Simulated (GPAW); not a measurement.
The system is GaAs.

```
As Ga
1.0
     0.00000    2.82685    2.82685
     2.82685    0.00000    2.82685
     2.82685    2.82685    0.00000
As Ga
1 1
Direct
  0.75000 0.75000 0.75000
  0.00000 0.00000 0.00000
```

Base run:

| Item | Value |
| --- | --- |
| Program | GPAW 26.7.0 |
| Functional | r2SCAN |
| Potentials or basis | GPAW PAW data sets (gpaw-data 1.2.1) |
| Cutoff | 600 eV |
| Basis | pw |
| k mesh | 6 × 6 × 6 |
| Occupations | fermi-dirac, width 0.05 eV |
| Spin | no spin polarisation |

Its results: band gap on the k mesh 1.07 eV, direct; pressure 1.0 GPa.

Question: The run is repeated on the same cell with these changes: functional from r2SCAN to PBE; k mesh from 6 × 6 × 6 to 8 × 8 × 8. What comes out?

Answer: Band gap on the k mesh 0.59 eV, direct; pressure 4.3 GPa.

Several settings changed at once, so the effect can't be laid on one alone.

Caveats: the PAW data sets were made with another functional, which shifts forces and pressure a little (some runs); the density grid can change from cell to cell, which puts small steps into energies and stress (some runs).
